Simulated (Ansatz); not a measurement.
# GaP under changes of volume

One of the cells (20.240 Å³/atom); the others are scaled copies at fixed shape and fractional positions:

```
Ga P
1.0
     0.00000    2.72525    2.72525
     2.72525    0.00000    2.72525
     2.72525    2.72525    0.00000
Ga P
1 1
Direct
  0.00000 0.00000 0.00000
  0.75000 0.75000 0.75000
```

| Item | Value |
| --- | --- |
| Program | Ansatz 0.2.0 |
| Functional | LDA |
| Potentials or basis | all-electron LAPW, scalar-relativistic |
| Cutoff | 279 eV (chosen from the basis error) |
| Basis error allowed | 0.001 eV/atom |
| k mesh | 8 × 8 × 8 |
| Occupations | fermi-dirac, width 0.05 eV |
| Spin | no spin polarisation |

```csv
volume (Å³/atom),energy over the lowest point (meV/atom),pressure (GPa),gap on the mesh (eV)
19.026,4.46,2.8,1.37
19.431,0.00,0.8,1.41
19.836,0.48,-1.1,1.46
20.240,5.35,-2.7,1.49
20.645,?,?,?
21.050,26.44,-5.5,1.29
21.455,41.85,-6.7,1.13
```

Q: What does the run at 20.645 Å³/atom give?

A: Energy over the lowest point 14.14 meV/atom; pressure -4.2 GPa; gap on the mesh 1.44 eV.

Worked out: A Birch-Murnaghan fit of order 3 (a polynomial in V^(-2/3)) to the other rows has its minimum at 19.59 Å³/atom with B0 = V·E''(V) = 90 GPa and B' = 4.6. It gives 14.15 meV/atom at 20.645 Å³/atom, against the run's 14.14, and -dE/dV = -4.2 GPa, against -4.2. A parabola through the other rows of the gap, of slope -4.41 eV per unit of ln V there, gives 1.40 eV, against the run's 1.44.

Energies are extrapolated to zero smearing.

A mesh can miss the band edges. Spin-orbit coupling on Ga is left out.
